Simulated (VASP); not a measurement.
**InP: single point with BLYP+D3(BJ)**

**The experiment to reproduce.**

From a printed reference work, data compilation, for a bulk crystal of InP at 1.6 K: band gap 1.4236 eV (direct).

Crystal: InP.

```
In P
1.0
     0.00000    2.94991    2.94991
     2.94991    0.00000    2.94991
     2.94991    2.94991    0.00000
In P
1 1
Cartesian
  0.0000 0.0000 0.0000
  4.4249 4.4249 4.4249
```

* Program: VASP 6.6.1
* Task: single point
* Functional: BLYP
* Dispersion: D3(BJ)
* Potentials or basis: VASP PAW PBE potentials, release 64 (In_d, P)
* Cutoff: 520 eV
* k mesh: 8 × 8 × 8
* Occupations: fermi-dirac, width 0.05 eV
* Spin: no spin polarisation

```
Pressure                   : 0.3 GPa
Band gap on the k mesh     : 0.51 eV, direct
Dispersion energy per atom : -0.700 eV
```

Levels at points of the mesh, in eV from the valence-band top:
```tsv
k point	band 7	band 8	band 9	band 10	band 11	band 12
(0.00, 0.00, 0.00)	0.00	0.00	0.00	0.51	4.11	4.11
(0.50, 0.00, 0.00)	-5.61	-0.94	-0.94	1.44	4.87	4.87
(0.50, 0.50, 0.00)	-5.68	-2.23	-2.23	1.92	2.34	9.11
```

It took 33 s on 1 thread of AMD EPYC 7R13 Processor (Zen 3), with other jobs on the host, peak memory 0.16 GiB.

Against the measured gap of InP, 1.4236 eV (direct; 1.6 K; a printed reference work, data compilation), the calculated 0.51 eV is off by -0.91 eV. Spin-orbit coupling on In is left out. The value is that of BLYP+D3(BJ), without temperature or zero-point motion. Semilocal functionals fall short of measured gaps as a rule.

Caveat: the PAW data sets were made with another functional, which shifts forces and pressure a little; spin-orbit coupling is left out, which moves the levels of the heavy elements.
